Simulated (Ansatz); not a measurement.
Li₂O, space group Fm-3m, a convergence test of the k-point mesh

With Ansatz's Python interface.

Contents of `li2o.cif`:
```cif
data_Li2O
_cell_length_a 3.259762
_cell_length_b 3.259762
_cell_length_c 3.259762
_cell_angle_alpha 60.00000
_cell_angle_beta 60.00000
_cell_angle_gamma 60.00000
_symmetry_space_group_name_H-M 'P 1'
_symmetry_Int_Tables_number 1
loop_
_symmetry_equiv_pos_as_xyz
'x, y, z'
loop_
_atom_site_label
_atom_site_type_symbol
_atom_site_fract_x
_atom_site_fract_y
_atom_site_fract_z
Li1 Li    0.250000    0.250000    0.250000
Li2 Li    0.750000    0.750000    0.750000
O3 O    0.000000    0.000000    0.000000
```

Interactive session:
```pycon
>>> from dataclasses import dataclass
>>> import ansatz as az
>>> from ase.io import read
>>> @dataclass(frozen=True)
... class Options:
...     xc: str = 'pbe'
...     filling: str = 'fixed'
...
>>> cfg = Options()
>>> atoms = read('li2o.cif')
>>> structure = az.Crystal.from_ase(atoms)
>>> job = (
...     structure.calculation()
...     .functional(cfg.xc)
...     .occupations(cfg.filling)
... )
>>> rows = []
>>> for value in [(4, 4, 4), (6, 6, 6), (8, 8, 8), (10, 10, 10)]:
...     r = job.kpoints(mesh=value).run().report
...     rows.append((value, r['free_energy_ev'] / len(r['lattice']['sites']), r['n_iterations'], r['n_kpoints']))
...
DeckWarning: basis.ecutwfc = 420 eV, auto-derived from the records' recommended cutoffs: set by Li (normal level)
>>> print('        mesh   F/atom (eV)    iterations      k-points')
        mesh   F/atom (eV)    iterations      k-points
>>> for row in rows:
...     print(f'{str(row[0]):>12s}  {row[1]:12.5f}  {row[2]:12d}  {row[3]:12d}')
...
   (4, 4, 4)    -326.61989             6             8
   (6, 6, 6)    -326.62074             6            16
   (8, 8, 8)    -326.62070             6            29
(10, 10, 10)    -326.62070             6            47
>>> # the last row is the reference
>>> for row in rows[:-1]:
...     shift = 1000 * (row[1] - rows[-1][1])
...     print(f'{row[0]}: {shift:+.2f} meV/atom' + ('  (within 1 meV)' if abs(shift) < 1 else ''))
...
(4, 4, 4): +0.82 meV/atom  (within 1 meV)
(6, 6, 6): -0.03 meV/atom  (within 1 meV)
(8, 8, 8): -0.00 meV/atom  (within 1 meV)
```

From 4×4×4 on it stays within 1 meV an atom of the value at 10×10×10; the first row (4×4×4) is off by 0.8 meV and the last but one by 0.00 meV.

Notes:
- The starting cell is as deposited in a crystallographic database; the results hold for this polymorph, which needn't be the stable one.
- Warnings are shown shortened and without file and line.
- Shifts are counted from the finest mesh, which is itself no proven limit.
- Timing: 2.2 s on 1 thread of Intel(R) Xeon(R) Processor @ 2.30GHz, on a shared host, peak memory 0.5 GiB.
